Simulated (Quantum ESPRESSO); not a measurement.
# Al2Cu (P4/mmm) in Quantum ESPRESSO: reference runs, part 2 of 2

Quantum ESPRESSO 7.5. The steps go on from the part before.

**3. Single point, PBEsol (atoms moved at random, drawn with an rms of 0.05 Å)**

File pw.in:

```
&CONTROL
  calculation = 'scf'
  prefix = 'pwscf'
  outdir = './tmp'
  pseudo_dir = './pseudo'
  tprnfor = .true.
  tstress = .true.
  disk_io = 'nowf'
/
&SYSTEM
  ibrav = 0
  nat = 3
  ntyp = 2
  ecutwfc = 56
  ecutrho = 448
  nbnd = 19
  occupations = 'smearing'
  smearing = 'fd'
  degauss = 0.00367493
/
&ELECTRONS
  conv_thr = 6d-10
  electron_maxstep = 120
  mixing_beta = 0.5
/
ATOMIC_SPECIES
Cu    63.5460 cu_pbesol_v1.2.uspp.F.UPF
Al    26.9815 al_pbesol_v1.uspp.F.UPF
CELL_PARAMETERS angstrom
   4.1051820000    0.0000000000    0.0000000000
   0.0000000000    4.1051820000    0.0000000000
   0.0000000000    0.0000000000    2.8913130000
ATOMIC_POSITIONS crystal
Cu    -0.0039700000    0.0061610000    0.0024120000
Al     0.0093760000    0.4970560000    0.4682290000
Al     0.5060070000   -0.0098690000    0.4975350000
K_POINTS automatic
7 7 9 0 0 0
```

Potentials or basis: GBRV 1.5 PBEsol.

On the command line:

```console
OMP_NUM_THREADS=1 mpirun -n 2 pw.x -nk 2 -in pw.in > pw.out
```

pw.out:

```text
This program is part of the open-source Quantum ESPRESSO suite
     for quantum simulation of materials; please cite
[... 10 lines left out ...]
     --------------------
     sticks:   dense  smooth     PW     G-vecs:    dense   smooth      PW
     Sum        2145    1085    325                52597    18591    3043

     Using Slab Decomposition

     bravais-lattice index     =            0
     lattice parameter (alat)  =       7.7577  a.u.
     unit-cell volume          =     328.8187 (a.u.)^3
     number of atoms/cell      =            3
     number of atomic types    =            2
     number of electrons       =        25.00
     number of Kohn-Sham states=           19
     kinetic-energy cutoff     =      56.0000  Ry
     charge density cutoff     =     448.0000  Ry
     scf convergence threshold =      6.0E-10
     mixing beta               =       0.5000
     number of iterations used =            8  plain     mixing
     Exchange-correlation= SLA  PW   PSX  PSC
                           (   1   4  10   8   0   0   0)

     celldm(1)=   7.757670  celldm(2)=   0.000000  celldm(3)=   0.000000
     celldm(4)=   0.000000  celldm(5)=   0.000000  celldm(6)=   0.000000

     crystal axes: (cart. coord. in units of alat)
               a(1) = (   1.000000   0.000000   0.000000 )
               a(2) = (   0.000000   1.000000   0.000000 )
               a(3) = (   0.000000   0.000000   0.704308 )

     reciprocal axes: (cart. coord. in units 2 pi/alat)
               b(1) = (  1.000000  0.000000  0.000000 )
               b(2) = (  0.000000  1.000000  0.000000 )
               b(3) = (  0.000000  0.000000  1.419833 )

     PseudoPot. # 1 for Cu read from file:
     cu_pbesol_v1.2.uspp.F.UPF
     Pseudo is Ultrasoft + core correction, Zval = 19.0
     Generated by new atomic code, or converted to UPF format
     Using radial grid of  867 points,  6 beta functions with:
                l(1) =   0
                l(2) =   0
                l(3) =   1
                l(4) =   1
                l(5) =   2
                l(6) =   2
     Q(r) pseudized with  8 coefficients,  rinner =    1.150   1.150   1.150
                                                       1.150   1.150

     PseudoPot. # 2 for Al read from file:
     al_pbesol_v1.uspp.F.UPF
     Pseudo is Ultrasoft + core correction, Zval =  3.0
     Generated by new atomic code, or converted to UPF format
     Using radial grid of  893 points,  3 beta functions with:
                l(1) =   0
                l(2) =   1
                l(3) =   2
     Q(r) pseudized with  8 coefficients,  rinner =    0.900   0.900   0.900
                                                       0.900   0.900

     atomic species   valence    mass     pseudopotential
     Cu               19.00    63.54600     Cu( 1.00)
     Al                3.00    26.98150     Al( 1.00)

     No symmetry found

   Cartesian axes

     site n.     atom                  positions (alat units)
         1        Cu     tau(   1) = (  -0.0039700   0.0061610   0.0016988  )
         2        Al     tau(   2) = (   0.0093760   0.4970560   0.3297775  )
         3        Al     tau(   3) = (   0.5060070  -0.0098690   0.3504179  )

     number of k points=   221  Fermi-Dirac smearing, width (Ry)=  0.0037

     Number of k-points >= 100: set verbosity='high' to print them.

     Dense  grid:    52597 G-vectors     FFT dimensions: (  54,  54,  40)

     Smooth grid:    18591 G-vectors     FFT dimensions: (  40,  40,  27)

     Initial potential from superposition of free atoms

     starting charge      23.9953, renormalised to      25.0000
     Starting wfcs are   21 randomized atomic wfcs

     Self-consistent Calculation

     iteration #  1     ecut=    56.00 Ry     beta= 0.50
     Davidson diagonalization with overlap
     ethr =  1.00E-02,  avg # of iterations =  5.4

     total energy              =    -412.69658922 Ry
     estimated scf accuracy    <       6.78324139 Ry

     iteration #  2     ecut=    56.00 Ry     beta= 0.50
     Davidson diagonalization with overlap
     ethr =  1.00E-02,  avg # of iterations =  3.1

     total energy              =    -416.34011760 Ry
     estimated scf accuracy    <      11.94780009 Ry

     iteration #  3     ecut=    56.00 Ry     beta= 0.50
     Davidson diagonalization with overlap
     ethr =  1.00E-02,  avg # of iterations =  2.0

     total energy              =    -416.69301390 Ry
     estimated scf accuracy    <       1.90970603 Ry

     iteration #  4     ecut=    56.00 Ry     beta= 0.50
     Davidson diagonalization with overlap
     ethr =  7.64E-03,  avg # of iterations =  1.7

     total energy              =    -416.82186060 Ry
     estimated scf accuracy    <       0.17574304 Ry

     iteration #  5     ecut=    56.00 Ry     beta= 0.50
     Davidson diagonalization with overlap
     ethr =  7.03E-04,  avg # of iterations =  2.2

     total energy              =    -416.84207849 Ry
     estimated scf accuracy    <       0.02357370 Ry

     iteration #  6     ecut=    56.00 Ry     beta= 0.50
     Davidson diagonalization with overlap
     ethr =  9.43E-05,  avg # of iterations =  3.9

     total energy              =    -416.84481338 Ry
     estimated scf accuracy    <       0.00096764 Ry

     iteration #  7     ecut=    56.00 Ry     beta= 0.50
     Davidson diagonalization with overlap
     ethr =  3.87E-06,  avg # of iterations =  5.7

     total energy              =    -416.84439785 Ry
     estimated scf accuracy    <       0.00907368 Ry

     iteration #  8     ecut=    56.00 Ry     beta= 0.50
     Davidson diagonalization with overlap
     ethr =  3.87E-06,  avg # of iterations =  3.2

     total energy              =    -416.84531904 Ry
     estimated scf accuracy    <       0.00013930 Ry

     iteration #  9     ecut=    56.00 Ry     beta= 0.50
     Davidson diagonalization with overlap
     ethr =  5.57E-07,  avg # of iterations =  2.0

     total energy              =    -416.84531291 Ry
     estimated scf accuracy    <       0.00006216 Ry

     iteration # 10     ecut=    56.00 Ry     beta= 0.50
     Davidson diagonalization with overlap
     ethr =  2.49E-07,  avg # of iterations =  2.0

     total energy              =    -416.84532477 Ry
     estimated scf accuracy    <       0.00000098 Ry

     iteration # 11     ecut=    56.00 Ry     beta= 0.50
     Davidson diagonalization with overlap
     ethr =  3.94E-09,  avg # of iterations =  3.2

     total energy              =    -416.84532469 Ry
     estimated scf accuracy    <       0.00000327 Ry

     iteration # 12     ecut=    56.00 Ry     beta= 0.50
     Davidson diagonalization with overlap
     ethr =  3.94E-09,  avg # of iterations =  1.0

     total energy              =    -416.84532441 Ry
     estimated scf accuracy    <       0.00000126 Ry

     iteration # 13     ecut=    56.00 Ry     beta= 0.50
     Davidson diagonalization with overlap
     ethr =  3.94E-09,  avg # of iterations =  2.0

     End of self-consistent calculation

     Number of k-points >= 100: set verbosity='high' to print the bands.

     the Fermi energy is     9.0560 ev

!    total energy              =    -416.84532458 Ry
     estimated scf accuracy    <          3.1E-10 Ry
     smearing contrib. (-TS)   =      -0.00089146 Ry
     internal energy E=F+TS    =    -416.84443312 Ry

     The total energy is F=E-TS. E is the sum of the following terms:
     one-electron contribution =    -421.24987094 Ry
     hartree contribution      =     219.34219755 Ry
     xc contribution           =     -46.83447484 Ry
     ewald contribution        =    -168.10228489 Ry

     convergence has been achieved in  13 iterations

     Forces acting on atoms (cartesian axes, Ry/au):

     atom    1 type  1   force =     0.00982245   -0.00923090   -0.01231889
     atom    2 type  2   force =    -0.00063155    0.00742509    0.01147087
     atom    3 type  2   force =    -0.00919089    0.00180581    0.00084803

     Total force =     0.024678     Total SCF correction =     0.000027

     Computing stress (Cartesian axis) and pressure

          total   stress  (Ry/bohr**3)                   (kbar)     P=      -22.12
  -0.00013282   0.00000441  -0.00000023          -19.54        0.65       -0.03
   0.00000441  -0.00010319   0.00002302            0.65      -15.18        3.39
  -0.00000023   0.00002302  -0.00021512           -0.03        3.39      -31.65

=------------------------------------------------------------------------------=
   JOB DONE.
=------------------------------------------------------------------------------=
```

Wall time 78 s (2 MPI ranks of Arm Neoverse V2, shared host); peak memory 0.46 GiB.

Results:

```yaml
Free_energy: -5671.4696 eV
Pressure: -2.2 GPa
Largest_force: 0.469 eV/Å
Band_gap_on_the_k_mesh: none (metal or under the smearing width)
```

Forces on the atoms (eV/Å):
```
Cu   0.253 -0.237 -0.317
Al  -0.016  0.191  0.295
Al  -0.236  0.046  0.022
```

Stress tensor (GPa, compression positive):
```
-1.95  0.06  0.00
 0.06 -1.52  0.34
 0.00  0.34 -3.16
```
